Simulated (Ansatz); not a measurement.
CuI in the h-MgO structure (no longer in that coordination), relaxed with r2SCAN. The symmetry is P6_3/mmc (No. 194, hexagonal); conventional cell a = 4.376 Å, c = 7.254 Å, 30.07 Å³ an atom. Around Cu lie 3 I at 2.53 Å; around I lie 3 Cu at 2.53 Å.

The questions ask for values computed with Ansatz on this geometry. (Calculated; non-magnetic; the phase may be known or hypothetical.)

Given (6×6×4 mesh): PBE gives a direct gap of 1.21 eV at Γ.

(1) Estimate the gap with LDA on 6×6×4.

(2) Estimate the gap with PBE+SOC on 6×6×4.

(3) How does the gap change from PBE to r2SCAN (6×6×4)?

(4) How does the gap change from PBE to PBE0 (6×6×4)?

(5) Order these levels by the gap that they give, smallest first.
A. HSE06
B. LDA
C. PBE
D. DDH-PBE0
E. r2SCAN
F. PBE0

(6) How strongly does the crystal screen a field with clamped ions (PBE)?

## Answers

(1) With LDA the gap is 1.04 eV and direct, at Γ. The gap differs by -0.17 eV from PBE's.

(2) PBE+SOC gives a direct gap of 1.11 eV at Γ. The gap differs by -0.10 eV from PBE's.

(3) With r2SCAN the gap is 1.66 eV and direct, at Γ. The gap differs by +0.45 eV from PBE's.

(4) The PBE0 gap is direct at Γ: 3.36 eV. The gap differs by +2.15 eV from PBE's.

(5) B (1.04 eV), C (1.21 eV), E (1.66 eV), D (2.63 eV), A (2.69 eV), F (3.36 eV).

(6) ε∞: 6.87 along x and y, 4.33 along z. Born charges, averaged over directions: Cu +1.04, I -1.04 e.

Only the levels marked +SOC include spin-orbit coupling.

The meshes of the hybrids are coarse, so their gaps aren't converged to the digits shown.
